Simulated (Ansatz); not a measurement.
# InP (Fm-3m) in Ansatz: a series of runs

One crystal, InP, is run at these levels: PBEsol; tasks: single point, equation of state.

All numbers are computed with Ansatz 0.2.0; they aren't measurements. Logs are shortened: lines on timing, memory, paths and dates and some standing lists are left out, and cuts for length are marked.

### 1 The crystal as given

Symmetry: Fm-3m, No. 225, cubic system. Conventional cell: a = 5.538 Å, b = 5.538 Å, c = 5.538 Å, α = 90.00°, β = 90.00°, γ = 90.00°. Around In (site symmetry m-3m) lie 6 P at 2.77 Å. Around P (site symmetry m-3m) lie 6 In at 2.77 Å.

Measurements of this composition are mostly on another form, of space group No. 216.

### 2 Single point, PBEsol, 19.95 Å³/atom (volume scaled by 0.94)

input.yaml

```yaml
crystal:
  lattice:
    - [0.0, 2.7123113237, 2.7123113237]
    - [2.7123113237, 0.0, 2.7123113237]
    - [2.7123113237, 2.7123113237, 0.0]
  atoms:
    - { symbol: In, position: [0.0, 0.0, 0.0] }
    - { symbol: P, position: [0.5, 0.5, 0.5] }
kpoints:
  mp_grid: { grid: [8, 8, 8] }
scf:
  occupations: { method: fermi_dirac, width: 0.05 }
hamiltonian:
  xc: pbesol
  pseudopotentials: { kind: all_electron, lapw: { basis_error: 0.001 } }
output:
  forces: true
  stress: true
  eigenvalues: true
```

Potentials or basis: all-electron LAPW, scalar-relativistic.

Launch:

```console
> ansatz run input.yaml --threads 1 --pin off --max-ram 3072MiB --backend cpu --events-out ev --progress --plain --runs-dir out
```

Log:

```text
Warning: RAYON_NUM_THREADS=1 ignored (pool sized by the plan → 1); use --threads N
LAPW: plane waves up to 7.348 Å⁻¹, error target 1.0e-3 eV per atom; small_component_spin mean_spin; P in spheres of 1.174 Å, 13 of its electrons in bands, Dirac shells []; In in spheres of 1.538 Å, 21 of its electrons in bands, Dirac shells [] (how accurate: hamiltonian.pseudopotentials.lapw.basis_error, Limitations)
Engine: ansatz 0.2.0, x86_64-unknown-linux-gnu
Pseudopotentials: kind: all_electron
Pseudopotential: In, LAPW, valence charge 21, lapw/all_electron/scalar/gaussian/In, Koelling and Harmon's equation, gaussian nucleus
Pseudopotential: P, LAPW, valence charge 13, lapw/all_electron/scalar/gaussian/P, Koelling and Harmon's equation, gaussian nucleus
Functional definition: PBEsol
  exchange = pbesol_x
  correlation = pbesol_c
Crystal: 2 atoms, lattice volume = 39.907 Å³
Basis set: ecut = 205.70971286418262 eV, 283 PW (Γ), exchange–correlation at level 2
Bands: 21, of which v1, the nominal top of the filled ones, is band 17 counted from 1 (16 counted from 0)
Symmetry: 48 space group operations
Space group: Fm-3m (ITA 225), of the structure as read, at distance tolerance 3.4e-5 Å
k-points: 29 of 512
Non-local potential: In, projectors of the file, none
Non-local potential: P, projectors of the file, none
Initial density: superposition of atomic densities (chi_scale 0.1, normalization cell, long waves kept (reshape's long-wave potential 0.00 eV rms))
Initial wavefunctions: plane waves of lowest kinetic energy (no species holds an atomic orbital)
Functional: x = pbesol(κ = 0.804, μ = 0.12345679012345678), c = pbesol(β = 0.046)
iter 1 solved again at ethr=2.07e-3 eV; its pass at ethr=1.00e-1 eV (dr2=7.03e-1 eV) is discarded
SCF iter   1: F=—  HF=-169267.289174 eV  |F-HF|=—  |Δ(HF+E_count)|=         —  Δρ=3.10e-2  dr2=7.04e-1  ethr=2.07e-3  ⟨swp⟩=2.1  Hψ=4056  notcnv=0
preconditioner: auto → Kerker (q_TF=auto, 2.656 Å⁻¹)  [metal: Δε(μ)=0.050 eV  Ē_g=14.333 eV  σ=0.050 eV  W_gap=0.23  n_scr=14 (ndim 8)  ℏωp=24.9 eV  f_vac=0.000  D(μ)=0.72/eV (n_scr^D=0)]
SCF iter   2: F=—  HF=-169267.007431 eV  |F-HF|=—  |Δ(HF+E_count)|=   2.82e-1  Δρ=1.60e-2  dr2=1.84e-1  ethr=2.07e-3  ⟨swp⟩=2.0  Hψ=1801  notcnv=0
SCF iter   3: F=—  HF=-169266.967288 eV  |F-HF|=—  |Δ(HF+E_count)|=   4.01e-2  Δρ=8.56e-3  dr2=5.39e-2  ethr=5.41e-4  ⟨swp⟩=2.0  Hψ=1800  notcnv=0
iter 4 solved again at ethr=1.40e-5 eV; its pass at ethr=1.59e-4 eV (dr2=4.76e-3 eV) is discarded
SCF iter   4: F=—  HF=-169266.959211 eV  |F-HF|=—  |Δ(HF+E_count)|=         —  Δρ=2.79e-3  dr2=4.75e-3  ethr=1.40e-5  ⟨swp⟩=2.0  Hψ=3050  notcnv=0
the basis was enlarged: its passes take 1.5 MiB over the memory plan, 1 of 1 planned eigensolver slots
SCF iter   5: F=—  HF=-169266.958890 eV  |F-HF|=—  |Δ(HF+E_count)|=   3.20e-4  Δρ=6.14e-4  dr2=2.29e-4  ethr=1.40e-5  ⟨swp⟩=2.0  Hψ=1694  notcnv=0
SCF iter   6: F=—  HF=-169266.958897 eV  |F-HF|=—  |Δ(HF+E_count)|=   6.58e-6  Δρ=2.33e-4  dr2=2.14e-5  ethr=6.74e-7  ⟨swp⟩=2.0  Hψ=1693  notcnv=0
SCF iter   7: F=—  HF=-169266.958901 eV  |F-HF|=—  |Δ(HF+E_count)|=   4.30e-6  Δρ=5.80e-5  dr2=1.60e-6  ethr=6.30e-8  ⟨swp⟩=2.3  Hψ=1705  notcnv=0
SCF iter   8: F=—  HF=-169266.958901 eV  |F-HF|=—  |Δ(HF+E_count)|=   1.11e-7  Δρ=1.58e-5  dr2=1.70e-7  ethr=4.70e-9  ⟨swp⟩=2.0  Hψ=1693  notcnv=0
SCF iter   9: F=-169266.958901 eV  HF=-169266.958901 eV  |F-HF|=3.96e-9  |Δ(HF+E_count)|=   6.58e-9  Δρ=7.43e-6  dr2=3.39e-8  ethr=5.00e-10  ⟨swp⟩=2.0  Hψ=1693  notcnv=0
SCF 1 converged in 9 iterations: F = -169266.958901 eV  dr2 = 3.39e-8
SCF converged after 9 iterations
Free energy (F): -169266.958901 eV
Harris-Foulkes:  -169266.958901 eV  (|F-HF|=3.96e-9)
Internal energy: -169266.947252 eV  (E = F + TS)
E sigma→0 (E₀):  -169266.953077 eV
Entropy (-TS):   -0.011649 eV (-5.824 meV/atom)
Fermi energy:    12.762889 eV
--- Per-component energies (eV) ---
  E_band       = -1465.960192
  E_kinetic    = 177222.849569
  E_xc         = -4895.906544
  E_electrostatic = -341593.890277  (all electrons and nuclei)
  E_smearing   = -0.011649  (= −TS)
  E_closure    = 0.000000  (closes the sum)
  E_atoms      = -169258.199424  (free atoms, spherical and without spin; not in F)
  Σ components = -169266.958901   (vs F -169266.958901, Δ=0.00e0)
  Basis errors (estimates in eV, not in F): energy 3.6e-4 per atom: plane waves 3.3e-4 (1.8e-4 summed), levels above the bands 1.8e-62, relativity 1.3e-8, radial functions 3.8e-5, core shells 7.1e-9; eigenvalues (radial functions only) 1.7e-6; not estimated: angular momenta, meshes, grids; target (lapw.basis_error) 1.0e-3; muffin-tin radii P 1.174 Å, In 1.538 Å
--- Forces (eV/Å), atoms counted from 1 ---
  atom   1  In    -0.00000000     0.00000000    -0.00000000
  atom   2  P      0.00000000    -0.00000000    -0.00000000
  max |Σ_I F_I| component: 9.53e-31 eV/Å
--- Stress (GPa, compression-positive) ---
        1.559272       0.000000       0.000000
        0.000000       1.559272       0.000000
        0.000000       0.000000       1.559272
  P = ⅓ Tr σ = 1.5593 GPa (15.593 kbar)
--- Band table (eV; the first three rows and the last of 29) ---
  k-point 0: bands = ["-154.7927", "-105.5343", "-105.5343", "-105.5343", "-102.3340", "-60.8622", "-60.8622", "-60.8622", "-1.6135", "-1.6135", "-1.5873", "-1.5873", "-1.5873", "0.1474", "12.3384", "12.3384", "12.3384", "13.6351", "19.6972", "19.6972", "19.6972"]
  k-point 1: bands = ["-154.7927", "-105.5343", "-105.5343", "-105.5343", "-102.3340", "-60.8623", "-60.8622", "-60.8622", "-1.6232", "-1.6232", "-1.5886", "-1.5743", "-1.5743", "0.3573", "10.6753", "12.3762", "12.3762", "14.9381", "18.7576", "19.3187", "19.3187"]
  k-point 2: bands = ["-154.7927", "-105.5343", "-105.5342", "-105.5342", "-102.3340", "-60.8626", "-60.8623", "-60.8623", "-1.6512", "-1.6512", "-1.5946", "-1.5378", "-1.5378", "0.9688", "8.4973", "12.5053", "12.5053", "15.5923", "17.7083", "17.7083", "18.3202"]
  k-point 28: bands = ["-154.7927", "-105.5343", "-105.5343", "-105.5343", "-102.3340", "-60.8627", "-60.8627", "-60.8625", "-1.9031", "-1.6201", "-1.5592", "-1.5592", "-1.4457", "3.8334", "7.6841", "8.4188", "8.4188", "15.2619", "17.3393", "19.3541", "19.3541"]
```

Run time: 12 s. Hardware: 1 thread of AMD EPYC 7R43 (Zen 3), shared host; peak memory 0.31 GiB.

Results:

```
Free energy            : -169266.9589 eV
Pressure               : 1.6 GPa
Band gap on the k mesh : none (metal or under the smearing width)
```

### 3 Single point, PBEsol, 20.38 Å³/atom (volume scaled by 0.96)

Changes to input.yaml since step 2:

```diff
@@ -2,5 +2,5 @@
   lattice:
-    - [0.0, 2.7123113237, 2.7123113237]
-    - [2.7123113237, 0.0, 2.7123113237]
-    - [2.7123113237, 2.7123113237, 0.0]
+    - [0.0, 2.731412737, 2.731412737]
+    - [2.731412737, 0.0, 2.731412737]
+    - [2.731412737, 2.731412737, 0.0]
   atoms:
```

Potentials or basis: all-electron LAPW, scalar-relativistic.

Launch:

```console
> ansatz run input.yaml --threads 1 --pin off --max-ram 3072MiB --backend cpu --events-out ev --progress --plain --runs-dir out
```

Run time: 9.1 s. Hardware: 1 thread of AMD EPYC 7R43 (Zen 3), shared host; peak memory 0.3 GiB.

It converged, with:

| Property | Result |
| --- | --- |
| Free energy | -169266.9622 eV |
| Pressure | -0.3 GPa |
| Band gap on the k mesh | none (metal or under the smearing width) |

### 4 Single point, PBEsol, 20.80 Å³/atom (volume scaled by 0.98)

Changes to input.yaml since step 3:

```diff
@@ -2,5 +2,5 @@
   lattice:
-    - [0.0, 2.731412737, 2.731412737]
-    - [2.731412737, 0.0, 2.731412737]
-    - [2.731412737, 2.731412737, 0.0]
+    - [0.0, 2.7502506615, 2.7502506615]
+    - [2.7502506615, 0.0, 2.7502506615]
+    - [2.7502506615, 2.7502506615, 0.0]
   atoms:
```

Launch:

```console
> ansatz run input.yaml --threads 1 --pin off --max-ram 3072MiB --backend cpu --events-out ev --progress --plain --runs-dir out
```

It took 10 s on 1 thread of AMD EPYC 7R43 (Zen 3), shared host; peak memory 0.29 GiB.

Results (log left out):

```yaml
Free_energy: -169266.9563 eV
Pressure: -1.9 GPa
Band_gap_on_the_k_mesh: none (metal or under the smearing width)
```

### 5 Single point, PBEsol, 21.23 Å³/atom

Changes to input.yaml since step 4:

```diff
@@ -2,5 +2,5 @@
   lattice:
-    - [0.0, 2.7502506615, 2.7502506615]
-    - [2.7502506615, 0.0, 2.7502506615]
-    - [2.7502506615, 2.7502506615, 0.0]
+    - [0.0, 2.768834, 2.768834]
+    - [2.768834, 0.0, 2.768834]
+    - [2.768834, 2.768834, 0.0]
   atoms:
```

Launch:

```console
> ansatz run input.yaml --threads 1 --pin off --max-ram 3072MiB --backend cpu --events-out ev --progress --plain --runs-dir out
```

Run time: 9.6 s. Hardware: 1 thread of AMD EPYC 7R43 (Zen 3), shared host; peak memory 0.31 GiB.

The run converged. Its results:

```yaml
Free_energy: -169266.9422 eV
Pressure: -3.4 GPa
Band_gap_on_the_k_mesh: none (metal or under the smearing width)
```

### 6 Single point, PBEsol, 21.65 Å³/atom (volume scaled by 1.02)

Changes to input.yaml since step 5:

```diff
@@ -2,5 +2,5 @@
   lattice:
-    - [0.0, 2.768834, 2.768834]
-    - [2.768834, 0.0, 2.768834]
-    - [2.768834, 2.768834, 0.0]
+    - [0.0, 2.7871711834, 2.7871711834]
+    - [2.7871711834, 0.0, 2.7871711834]
+    - [2.7871711834, 2.7871711834, 0.0]
   atoms:
```

Potentials or basis: all-electron LAPW, scalar-relativistic.

Launch:

```console
> ansatz run input.yaml --threads 1 --pin off --max-ram 3072MiB --backend cpu --events-out ev --progress --plain --runs-dir out
```

It took 10 s on 1 thread of AMD EPYC 7R43 (Zen 3), shared host; peak memory 0.31 GiB.

Results (log left out):

```
Free energy            : -169266.9210 eV
Pressure               : -4.6 GPa
Band gap on the k mesh : none (metal or under the smearing width)
```

### 7 Single point, PBEsol, 22.08 Å³/atom (volume scaled by 1.04)

Changes to input.yaml since step 6:

```diff
@@ -2,5 +2,5 @@
   lattice:
-    - [0.0, 2.7871711834, 2.7871711834]
-    - [2.7871711834, 0.0, 2.7871711834]
-    - [2.7871711834, 2.7871711834, 0.0]
+    - [0.0, 2.8052702047, 2.8052702047]
+    - [2.8052702047, 0.0, 2.8052702047]
+    - [2.8052702047, 2.8052702047, 0.0]
   atoms:
```

Launch:

```console
> ansatz run input.yaml --threads 1 --pin off --max-ram 3072MiB --backend cpu --events-out ev --progress --plain --runs-dir out
```

Run time: 10 s. Hardware: 1 thread of AMD EPYC 7R43 (Zen 3), shared host; peak memory 0.32 GiB.

The run converged. Its results:

| Property | Result |
| --- | --- |
| Free energy | -169266.8934 eV |
| Pressure | -5.7 GPa |
| Band gap on the k mesh | none (metal or under the smearing width) |

### 8 Single point, PBEsol, 22.50 Å³/atom (volume scaled by 1.06)

Changes to input.yaml since step 7:

```diff
@@ -2,5 +2,5 @@
   lattice:
-    - [0.0, 2.8052702047, 2.8052702047]
-    - [2.8052702047, 0.0, 2.8052702047]
-    - [2.8052702047, 2.8052702047, 0.0]
+    - [0.0, 2.8231386496, 2.8231386496]
+    - [2.8231386496, 0.0, 2.8231386496]
+    - [2.8231386496, 2.8231386496, 0.0]
   atoms:
```

Launch:

```console
> ansatz run input.yaml --threads 1 --pin off --max-ram 3072MiB --backend cpu --events-out ev --progress --plain --runs-dir out
```

Wall time 12 s (1 thread of AMD EPYC 7R43 (Zen 3), shared host); peak memory 0.3 GiB.

The run converged. Its results:

```
Free energy            : -169266.8604 eV
Pressure               : -6.7 GPa
Band gap on the k mesh : none (metal or under the smearing width)
```

### 9 Equation of state, PBEsol

Potentials or basis: all-electron LAPW, scalar-relativistic.

This step only gathers the single runs of the series.

Results:

| Item | Value |
| --- | --- |
| Equilibrium volume | 20.31 Å³/atom |
| Bulk modulus | 85 GPa |
| Pressure derivative of the bulk modulus | 5.1 |

Energy against volume, from the lowest point:
| volume (Å³/atom) | energy (meV/atom) |
| --- | --- |
| 19.953 | 1.63 |
| 20.378 | 0.00 |
| 20.803 | 2.96 |
| 21.227 | 9.98 |
| 21.652 | 20.60 |
| 22.076 | 34.39 |
| 22.501 | 50.89 |
